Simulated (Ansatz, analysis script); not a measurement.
## Stoner picture of Ti3Al

Wanted: E(M), the field that holds each moment, and the spin susceptibility of Ti3Al.

Main program and level: Ansatz 0.2.0; PBE, PAW set soft_2.

This is a report of a sequence of runs, with most program output left out.

## Step 1: Starting point

It takes space group Fm-3m (No. 225, cubic). Conventional cell: a = 6.464 Å, b = 6.464 Å, c = 6.464 Å, α = 90.00°, β = 90.00°, γ = 90.00°. Nearest to Ti lie 4 Ti at 2.80 Å and 4 Al at 2.80 Å. Nearest to Ti lie 8 Ti at 2.80 Å. Nearest to Al lie 8 Ti at 2.80 Å. Farther neighbours are not listed.

As a file:

```cif
data_structure
_symmetry_space_group_name_H-M 'P 1'
_symmetry_Int_Tables_number 1
_cell_length_a 4.5704
_cell_length_b 4.5704
_cell_length_c 4.5704
_cell_angle_alpha 60.000
_cell_angle_beta 60.000
_cell_angle_gamma 60.000
_cell_volume 67.51
loop_
_atom_site_label
_atom_site_type_symbol
_atom_site_fract_x
_atom_site_fract_y
_atom_site_fract_z
_atom_site_occupancy
Ti1 Ti 0.75000 0.75000 0.75000 1
Ti2 Ti 0.25000 0.25000 0.25000 1
Ti3 Ti 0.00000 0.00000 0.00000 1
Al4 Al 0.50000 0.50000 0.50000 1
```

The cell comes from the Materials Project, a database of computed structures, and the real compound, where it exists, may take another one.

The cell of this run holds 4 atoms, 3 of them with a starting moment; values «a cell» refer to the cell of the run in question.

## Step 2: Two spin channels first

The work starts on two spin channels, which tell the size of the moments.

Contents of input.yaml:

```yaml
crystal:
  lattice:
    - [0.0, 3.231781, 3.231781]
    - [3.231781, 0.0, 3.231781]
    - [3.231781, 3.231781, 0.0]
  atoms:
    - { symbol: Ti, position: [0.75, 0.75, 0.75], spin: 1.0 }
    - { symbol: Ti, position: [0.25, 0.25, 0.25], spin: 1.0 }
    - { symbol: Ti, position: [0.0, 0.0, 0.0], spin: 1.0 }
    - { symbol: Al, position: [0.5, 0.5, 0.5] }
magnetization:
  spin_polarized: true
kpoints:
  mp_grid: { grid: [6, 6, 6] }
hamiltonian:
  xc: pbe
scf:
  occupations: { method: fermi_dirac, width: 0.1 }
  max_iter: 120
  convergence: { dr2_threshold: 1.0e-08 }
output:
  write_density: true
  write_potential: true
  elf: true
  volumetric_format: npy
```

The run is started by

```
$ ansatz run input.yaml --threads 1 --pin off --max-ram 2048MiB --backend cpu --events-out ev --progress --plain --runs-dir out
```

Elapsed: 5.6 s, on 1 thread of Arm Neoverse V2, shared host; peak memory 0.37 GiB.

Spin moment in the atom's sphere by atom:

| atom | spin moment in the atom's sphere (μB) |
| --- | --- |
| Ti1 | 0.246 |
| Ti2 | 0.246 |
| Ti3 | 0.957 |
| Al4 | -0.026 |

Tables count atoms from 1; parts of the log count from 0.

The run ends ferromagnetic, with a net moment of 1.87 μB a cell. Only this order was typed.

Spin density in the ac plane of the conventional cell at fractional y = 0.000, with atoms of Ti and Al within 0.2 Å of it.

Values in e/Å³, 10 rows by 16 columns, each cell a mean:
```
0.35 0.19 0.04 0.01 0.00 0.00 0.00 0.00 0.00 0.00 0.00 0.00 0.01 0.03 0.11 0.32
0.01 0.04 0.03 0.02 0.01 0.00 0.00 0.00 0.00 0.00 0.00 0.00 0.01 0.03 0.04 0.02
0.00 0.01 0.01 0.01 0.01 0.01 0.01 0.01 0.00 0.01 0.01 0.01 0.01 0.01 0.01 0.00
0.00 0.00 0.00 0.00 0.01 0.03 0.06 0.05 0.03 0.06 0.04 0.02 0.01 0.00 0.00 0.00
0.00 0.00 0.00 0.00 0.01 0.02 0.10 0.42 0.51 0.21 0.03 0.01 0.00 0.00 0.00 0.00
0.00 0.00 0.00 0.00 0.01 0.03 0.11 0.32 0.35 0.19 0.04 0.01 0.00 0.00 0.00 0.00
0.00 0.00 0.00 0.00 0.01 0.03 0.04 0.02 0.01 0.04 0.03 0.02 0.01 0.00 0.00 0.00
0.00 0.01 0.01 0.01 0.01 0.01 0.01 0.00 0.00 0.01 0.01 0.01 0.01 0.01 0.01 0.01
0.03 0.06 0.04 0.02 0.01 0.00 0.00 0.00 0.00 0.00 0.00 0.00 0.01 0.03 0.06 0.05
0.51 0.21 0.03 0.01 0.00 0.00 0.00 0.00 0.00 0.00 0.00 0.00 0.01 0.02 0.10 0.42
```
Columns run along a (6.5 Å), rows up along c (6.5 Å), edges of the conventional cell, whose origin can differ from the input's. Atoms in or near the plane, at fractional coordinates: Ti at (0.00, 0.00), Ti at (0.50, 0.50), Al at (0.50, 0.00), Al at (0.00, 0.50).

Valence density in the ac plane of the conventional cell at fractional y = 0.000, with atoms of Ti and Al within 0.2 Å of it. It is the smooth field of the valence electrons, not physical close to the nuclei.

Values in units of 1e0 e/Å³, 10 rows by 16 columns, each cell a mean:
```
6.2 2.8 0.4 0.2 0.2 0.2 0.2 0.1 0.1 0.2 0.2 0.2 0.2 0.2 1.4 5.1
0.4 0.3 0.2 0.2 0.2 0.2 0.2 0.2 0.2 0.2 0.2 0.2 0.2 0.2 0.2 0.3
0.2 0.2 0.2 0.2 0.2 0.2 0.2 0.2 0.2 0.2 0.2 0.2 0.2 0.2 0.2 0.2
0.2 0.2 0.2 0.2 0.2 0.2 0.3 0.8 0.9 0.5 0.2 0.2 0.2 0.2 0.2 0.2
0.1 0.1 0.2 0.2 0.2 0.2 1.9 6.7 8.0 3.8 0.5 0.2 0.2 0.2 0.2 0.1
0.1 0.2 0.2 0.2 0.2 0.2 1.4 5.1 6.2 2.8 0.4 0.2 0.2 0.2 0.2 0.1
0.2 0.2 0.2 0.2 0.2 0.2 0.2 0.3 0.4 0.3 0.2 0.2 0.2 0.2 0.2 0.2
0.2 0.2 0.2 0.2 0.2 0.2 0.2 0.2 0.2 0.2 0.2 0.2 0.2 0.2 0.2 0.2
0.9 0.5 0.2 0.2 0.2 0.2 0.2 0.2 0.2 0.2 0.2 0.2 0.2 0.2 0.3 0.8
8.0 3.8 0.5 0.2 0.2 0.2 0.2 0.1 0.1 0.1 0.2 0.2 0.2 0.2 1.9 6.7
```
Columns run along a (6.5 Å), rows up along c (6.5 Å), edges of the conventional cell, whose origin can differ from the input's. Atoms in or near the plane, at fractional coordinates: Ti at (0.00, 0.00), Ti at (0.50, 0.50), Al at (0.50, 0.00), Al at (0.00, 0.50).

ELF in the ac plane of the conventional cell at fractional y = 0.000, with atoms of Ti and Al within 0.2 Å of it. It is the smooth field of the valence electrons, not physical close to the nuclei.

Ten even steps from '0' (0.09) to '9' (0.70), each cell a mean:
```
473169930007983165
651378963258984136
112577899998776411
246666789998666643
887656776667656788
998766531124666799
678876213322478887
027984157672269950
106982164163169920
007983165473169930
258984136651378963
998776411112577899
998666643246666789
667656788887656776
124666799998766531
322478887678876213
672269950027984157
163169920106982164
```
Columns run along a (6.5 Å), rows up along c (6.5 Å), edges of the conventional cell, whose origin can differ from the input's. Atoms in or near the plane, at fractional coordinates: Ti at (0.00, 0.00), Ti at (0.50, 0.50), Al at (0.50, 0.00), Al at (0.00, 0.50).

## Step 3: The non-magnetic reference

The state without spin is the zero of E(M).

input.yaml, the sections that differ from step 2:

```yaml
crystal:
  lattice:
    - [0.0, 3.231781, 3.231781]
    - [3.231781, 0.0, 3.231781]
    - [3.231781, 3.231781, 0.0]
  atoms:
    - { symbol: Ti, position: [0.75, 0.75, 0.75] }
    - { symbol: Ti, position: [0.25, 0.25, 0.25] }
    - { symbol: Ti, position: [0.0, 0.0, 0.0] }
    - { symbol: Al, position: [0.5, 0.5, 0.5] }
basis:
  ecutwfc: 420.0
output:
  eigenvalues: true
# kpoints, hamiltonian, scf: as in step 2
# magnetization: removed
```

The job ended after 1.2 s (1 thread; peak memory 0.3 GiB).

The free collinear run lies 45.6 meV below it.

## Step 4: Total moment fixed at 0.5 μB

Two Fermi levels, one a spin, hold the total moment exactly, which reaches states that a free run would leave.

input.yaml, the sections that differ from step 3:

```yaml
crystal:
  lattice:
    - [0.0, 3.231781, 3.231781]
    - [3.231781, 0.0, 3.231781]
    - [3.231781, 3.231781, 0.0]
  atoms:
    - { symbol: Ti, position: [0.75, 0.75, 0.75], spin: 0.1666 }
    - { symbol: Ti, position: [0.25, 0.25, 0.25], spin: 0.1667 }
    - { symbol: Ti, position: [0.0, 0.0, 0.0], spin: 0.1667 }
    - { symbol: Al, position: [0.5, 0.5, 0.5] }
magnetization:
  spin_polarized: true
  initial_magnetization: 0.5
  spin_locking: { lock_magnetization: hard }
# kpoints, hamiltonian, scf, basis: as in step 3
# output: removed
```

Wall time 6.7 s (1 thread); peak memory 0.33 GiB.

The energy is -8.19 meV from the state without spin, and the largest site carries 0.362 μB.

## Step 5: Total moment fixed at 1 μB

input.yaml, the sections that differ from step 4:

```yaml
crystal:
  lattice:
    - [0.0, 3.231781, 3.231781]
    - [3.231781, 0.0, 3.231781]
    - [3.231781, 3.231781, 0.0]
  atoms:
    - { symbol: Ti, position: [0.75, 0.75, 0.75], spin: 0.3334 }
    - { symbol: Ti, position: [0.25, 0.25, 0.25], spin: 0.3333 }
    - { symbol: Ti, position: [0.0, 0.0, 0.0], spin: 0.3333 }
    - { symbol: Al, position: [0.5, 0.5, 0.5] }
magnetization:
  spin_polarized: true
  initial_magnetization: 1.0
  spin_locking: { lock_magnetization: hard }
# kpoints, hamiltonian, scf, basis: as in step 4
```

Run time: 6.8 s. Hardware: 1 thread; peak memory 0.33 GiB.

The energy is -26.1 meV from the state without spin, and the largest site carries 0.647 μB.

## Step 6: Total moment fixed at 2.5 μB

input.yaml, the sections that differ from step 5:

```yaml
crystal:
  lattice:
    - [0.0, 3.231781, 3.231781]
    - [3.231781, 0.0, 3.231781]
    - [3.231781, 3.231781, 0.0]
  atoms:
    - { symbol: Ti, position: [0.75, 0.75, 0.75], spin: 0.8334 }
    - { symbol: Ti, position: [0.25, 0.25, 0.25], spin: 0.8333 }
    - { symbol: Ti, position: [0.0, 0.0, 0.0], spin: 0.8333 }
    - { symbol: Al, position: [0.5, 0.5, 0.5] }
magnetization:
  spin_polarized: true
  initial_magnetization: 2.5
  spin_locking: { lock_magnetization: hard }
# kpoints, hamiltonian, scf, basis: as in step 5
```

Elapsed: 6.6 s, on 1 thread; peak memory 0.33 GiB.

The energy is -28.7 meV from the state without spin, and the largest site carries 1.09 μB.

## Step 7: Total moment fixed at 4.5 μB

input.yaml, the sections that differ from step 6:

```yaml
crystal:
  lattice:
    - [0.0, 3.231781, 3.231781]
    - [3.231781, 0.0, 3.231781]
    - [3.231781, 3.231781, 0.0]
  atoms:
    - { symbol: Ti, position: [0.75, 0.75, 0.75], spin: 1.5 }
    - { symbol: Ti, position: [0.25, 0.25, 0.25], spin: 1.5 }
    - { symbol: Ti, position: [0.0, 0.0, 0.0], spin: 1.5 }
    - { symbol: Al, position: [0.5, 0.5, 0.5] }
magnetization:
  spin_polarized: true
  initial_magnetization: 4.5
  spin_locking: { lock_magnetization: hard }
# kpoints, hamiltonian, scf, basis: as in step 6
```

It took 4.5 s on 1 thread; peak memory 0.36 GiB.

The energy is 358 meV from the state without spin, and the largest site carries 1.32 μB.

The other 5 runs of this kind were made alike; their results stand in the table below.

## Step 8: No field, tight threshold

A field gives a second route to the same curve. A thousand tesla shift each spin by 58 meV, and the threshold is tightened so that small induced moments are resolved.

Contents of input.yaml:

```yaml
crystal:
  lattice:
    - [0.0, 3.231781, 3.231781]
    - [3.231781, 0.0, 3.231781]
    - [3.231781, 3.231781, 0.0]
  atoms:
    - { symbol: Ti, position: [0.75, 0.75, 0.75] }
    - { symbol: Ti, position: [0.25, 0.25, 0.25] }
    - { symbol: Ti, position: [0.0, 0.0, 0.0], spin: 0.96 }
    - { symbol: Al, position: [0.5, 0.5, 0.5] }
magnetization:
  spin_polarized: true
kpoints:
  mp_grid: { grid: [6, 6, 6] }
hamiltonian:
  xc: pbe
scf:
  occupations: { method: fermi_dirac, width: 0.1 }
  max_iter: 120
  convergence: { dr2_threshold: 1.0e-10 }
basis:
  ecutwfc: 420.0
```

It took 5.1 s on 1 thread; peak memory 0.36 GiB.

The net moment is 1.87 μB a cell.

## Step 9: Field of 2000 T

Edit input.yaml of step 8 so:

```diff
@@ -12,2 +12,3 @@
   spin_polarized: true
+  magnetic_field: 2000.0
 kpoints:
```

It took 5.1 s on 1 thread; peak memory 0.36 GiB.

The net moment is 2.86 μB a cell.

The other 2 runs of this kind were made alike; their results stand in the table below.

## Step 10: Side runs that gave no result

| changed | outcome |
| --- | --- |
| magnetization | cut off at the time limit |

## Step 11: The curves

Energy less the state without spin against total moment:

| total moment (μB/cell) | energy less the state without spin (meV/cell) |
| --- | --- |
| 0.00 | 0 |
| 0.50 | -8.19 |
| 1.00 | -26.1 |
| 1.50 | -41.4 |
| 2.00 | -45.0 |
| 2.50 | -28.7 |
| 3.00 | 20.6 |
| 3.50 | 105 |
| 4.00 | 217 |
| 4.50 | 358 |

The field that holds a moment is half the difference of the two Fermi levels over μB.

The field that holds the moment by total moment:

| total moment (μB/cell) | field that holds the moment (T) |
| --- | --- |
| 0.50 | -521 |
| 1.00 | -640 |
| 1.50 | -369 |
| 2.00 | 162 |
| 2.50 | 1049 |
| 3.00 | 2380 |
| 3.50 | 3406 |
| 4.00 | 4309 |
| 4.50 | 5504 |

Site moments:

| total (μB) | Ti no. 1 (μB) | Ti no. 2 (μB) | Ti no. 3 (μB) | Al no. 4 (μB) |
| --- | --- | --- | --- | --- |
| 0.5 | 0.0219 | 0.0219 | 0.3625 | -0.0118 |
| 1 | 0.0756 | 0.0756 | 0.6471 | -0.02 |
| 1.5 | 0.1641 | 0.1641 | 0.8473 | -0.0245 |
| 2 | 0.2764 | 0.2764 | 0.9891 | -0.0264 |
| 2.5 | 0.4047 | 0.4047 | 1.093 | -0.0266 |
| 3 | 0.551 | 0.551 | 1.161 | -0.0252 |
| 3.5 | 0.7087 | 0.7087 | 1.211 | -0.0208 |
| 4 | 0.8633 | 0.8633 | 1.263 | -0.0131 |
| 4.5 | 1.013 | 1.013 | 1.315 | -0.0032 |

The total moment by field:

| field (T) | total moment (μB/cell) |
| --- | --- |
| 0 | 1.87 |
| 500 | 2.23 |
| 1000 | 2.48 |
| 2000 | 2.86 |

The mesh is too coarse for a Stoner analysis.

## Step 12: Summary of results

```
state of the free run                              : ferromagnetic
net moment of the free run                         : 1.87 μB
energy of the free run from the state without spin : -45.6 meV a cell
lowest of the fixed moments tried                  : M = 2 μB, -45.0 meV
dM/dB between 0 and 500 T                          : 0.710 μB a cell per 1000 T
```

In words: At this level the system is magnetic: the free run keeps 0.957 μB on the largest site. No other order was typed. Among the fixed moments, E(M) falls 45.0 meV below the state without spin and is lowest near 2 μB on this grid. The field acts on spins alone. The 13 fixed-moment and field runs took 73 s of wall time, added up. The mesh is coarse for a state with partly filled levels, so small values and close rankings are not settled. Energies are free energies at a smearing of 0.1 eV, and with partly filled levels differences shift, at times strongly, as the smearing goes to zero.

[Logs and program files are shortened in this print: banners, set-up blocks, solver, clock and traceback lines can be left out without a mark of their own.]

[Logs are printed without paths, hosts, clocks, repeated set-up lines and the standing remarks that a program may print on its own settings, such as how far it seeks lower states.]

[Hosts, paths, dates, database ids (printed as entryN), source tags and the programs' standing remarks are cut or masked in the printed files.]
